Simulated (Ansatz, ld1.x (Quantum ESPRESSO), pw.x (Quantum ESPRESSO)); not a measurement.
## zirconium (Zr): does the RRKJ potential hold in the solid?

Zr, norm-conserving RRKJ (Kleinman–Bylander form), made with ld1.x (Quantum ESPRESSO) 7.5 (PBE, scalar-relativistic). Core [Kr], reference 4d2 5s0 5p0 (charge +2). Waves: 5p (bound, empty): rc 2.90 bohr; 4d (bound): rc 2.70 bohr; 5s (bound, empty): rc 2.30 bohr. Local part: the s channel. Core correction: a·sin(br)/r model core inside 1.05 bohr. rho0 = 0.01.

Atomic tests: cutoffs needed: 18 Ry and 25 Ry (the cutoffs (Ry, on a coarse ladder) from which the occupation-weighted sum of valence levels, in a spherical-Bessel basis at the reference potential, stays within 10 and 1 mRy of its value at 400 Ry); ghost test: no extra level below or beside the all-electron valence levels (p, d, s, f tested) (spherical-Bessel basis up to 400 Ry, 20 bohr box); largest excitation error: -189 meV (all-electron minus pseudo) for 4d1 5s0 5p0, out of 7 test configurations.

Crystal test: fcc Zr in pw.x 7.5, no spin, 13³ k-points, Fermi–Dirac smearing 0.01 Ry, cutoffs 50/200 Ry. The reference is all-electron LAPW (Ansatz 0.2.0) with the same functional, mesh and smearing; V0 and B0 come from Birch–Murnaghan fits to the pressures at five volumes. Errors are pseudo minus all-electron; Δ is the rms difference of the E(V) curves that follow from these fits, minima aligned, over ±6 % about the mean V0. Mesh and smearing are coarse, so the numbers serve the comparison and aren't converged zero-temperature values; the lattice is a test structure that the element need not adopt.

```json
{"V (Å³/atom)": "22.068", "P all-electron (GPa)": "5.32", "P pseudo (GPa)": "10.30"}
{"V (Å³/atom)": "22.648", "P all-electron (GPa)": "2.68", "P pseudo (GPa)": "7.10"}
{"V (Å³/atom)": "23.229", "P all-electron (GPa)": "0.31", "P pseudo (GPa)": "4.22"}
{"V (Å³/atom)": "23.810", "P all-electron (GPa)": "-1.83", "P pseudo (GPa)": "1.65"}
{"V (Å³/atom)": "24.390", "P all-electron (GPa)": "-3.75", "P pseudo (GPa)": "-0.66"}
```

All-electron: a0 = 4.534 Å (V0 = 23.31 Å³/atom), B0 = 89.0 GPa.

Pseudopotential: mean pressure error (GPa): +3.98; a0 (Å): 4.593; a0 error (%): +1.28; B0 error (%): +6.0; Δ (meV/atom): 18.4. This is a poor potential for the solid.

**Question.** At the middle volume, how do free energy and pressure move when the wave cutoff is lowered (ecutrho kept at four times it)?

**Answer.**

```
cutoff (Ry)  shift of F (meV/atom)  shift of P (GPa)
         22                  +29.6             -0.74
         30                   +9.4             -0.02
         40                   +2.2             -0.04
```

The run at the middle volume (84 k-points, 11 iterations) took about 12 s on one core of a shared host (Neoverse-V1, 32 threads, 247 GiB, load 18).
